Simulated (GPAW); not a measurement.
Crystal: Cl.

```
Cl
1.0
     3.14500   -2.25000    0.00000
     3.14500    2.25000    0.00000
     0.00000    0.00000    8.21000
Cl
4
Direct
  0.37000 0.63000 0.40000
  0.13000 0.87000 0.90000
  0.63000 0.37000 0.60000
  0.87000 0.13000 0.10000
```

```yaml
Program: GPAW 26.7.0
Task: relaxation of cell and atoms
Functional: PBEsol
Dispersion: D4
Potentials_or_basis: PAW data sets generated in the run's folder for this functional
Cutoff: 600 eV
Basis: pw
k_mesh: 5 × 5 × 3
Occupations: fermi-dirac, width 0.05 eV
Spin: no spin polarisation
```

At the start: pressure -1.4 GPa; volume 29.05 Å³/atom.

Q: How do energy, volume and symmetry change on relaxing?

A: Over 22 steps the energy falls by 40.0 meV/atom and the volume is 24.16 Å³/atom (-16.8 %); space group Cmce (No. 64, to 0.05 Å).

The path:
```
step  energy change (eV)  largest force (eV/Å)  pressure (GPa)  volume (Å³)
   1              0.0000                0.1256           -1.37       116.19
   2             -0.0036                0.0994           -1.21       115.88
   3             -0.0168                0.3746           -0.48       113.89
   4             -0.0287                0.5410           -0.10       111.92
   5             -0.0671                0.8900            1.25       103.33
   6             -0.0890                0.6770            1.14       100.93
   7             -0.1166                0.1081           -0.23       100.72
   8             -0.1173                0.1052           -0.28       100.17
   9             -0.1189                0.1355           -0.40        99.62
  10             -0.1232                0.2153           -0.53        98.26
  11             -0.1313                0.2939           -0.57        95.92
  12             -0.1379                0.2699           -0.39        93.87
  13             -0.1427                0.1565           -0.13        93.60
  14             -0.1456                0.0212            0.17        94.16
  15             -0.1459                0.0218            0.14        94.27
  16             -0.1488                0.0248           -0.04        95.29
  17             -0.1535                0.0349           -0.25        96.57
  18             -0.1581                0.0487           -0.38        97.60
  19             -0.1605                0.0331           -0.25        97.53
  20             -0.1605                0.0047           -0.05        96.94
  21             -0.1603                0.0032           -0.03        96.76
  22             -0.1602                0.0044           -0.02        96.64
```

Final structure:
```xyz
4
Lattice="3.2173 -1.9126 0.0000 3.2173 1.9126 0.0000 0.0000 0.0000 7.8530" Properties=species:S:1:pos:R:3 pbc="T T T"
Cl    3.2173    0.5119    3.0430
Cl    3.2173    1.4008    6.9695
Cl    3.2173   -0.5119    4.8100
Cl    3.2173   -1.4008    0.8836
```

Caveat: later steps reuse the first step's grids; the volume moved by over 15 % at a fixed basis, so the end points are rough.
